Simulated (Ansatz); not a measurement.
**Si3N4: computed properties**

The calculation used Ansatz 0.2.0, DFT PBE, scalar-relativistic, plane waves, PAW.

Cutoff 420 eV; k points 6×6×6 on the computed 14-atom cell (Γ-centred); Gaussian smearing, width 0.02 eV; no spin polarisation.

The structure is relaxed at this level of theory with its symmetry kept. This form isn't the usual stable structure of the compound.

The structure is cubic, space group I-43d (No. 220). The conventional cell has a = 6.490 Å, b = 6.490 Å, c = 6.490 Å, α = 90.00°, β = 90.00°, γ = 90.00°. Around Si (site symmetry -4) lie 4 N at 1.76 Å. N (site symmetry 3) is surrounded by 3 Si at 1.76 Å.

| Quantity | Value |
| --- | --- |
| Volume per atom | 9.76 Å³ |
| Formation energy from the elements' standard states (uncorrected) | -0.961 eV/atom |
| Kohn–Sham band gap | 4.03 eV, indirect from (-0.005, 0.333, 0.333) to (0.146, 0.146, -0.146) |
| Löwdin character of the top 1 eV of the valence band | N 2p 92 % |
| Löwdin character of the lowest 1 eV of the conduction band | Si 3p 52 %, N 2s 13 %, Si 3s 8 %, N 2p 8 %, unprojected 19 % |
| Electron masses at the edge by Cartesian direction of the standard setting (m_e; degenerate bands sorted by energy; no spin-orbit coupling) | x: 0.93; y: 0.93; z: 0.49 |
| Hole masses at the edge by Cartesian direction of the standard setting (m_e; degenerate bands sorted by energy; no spin-orbit coupling) | x: 1.4; y: 1.4; z: 1.4 |
| Bulk modulus | 250 GPa |
| Its pressure derivative | 3.5 |
| Electronic dielectric constant xx, yy, zz of the standard setting (independent particles) | 4.9, 4.9, 4.9 |

Cost: 12 runs of about 15 core-minutes in all, on Intel Xeon Processor @ 2.70GHz (shared hosts).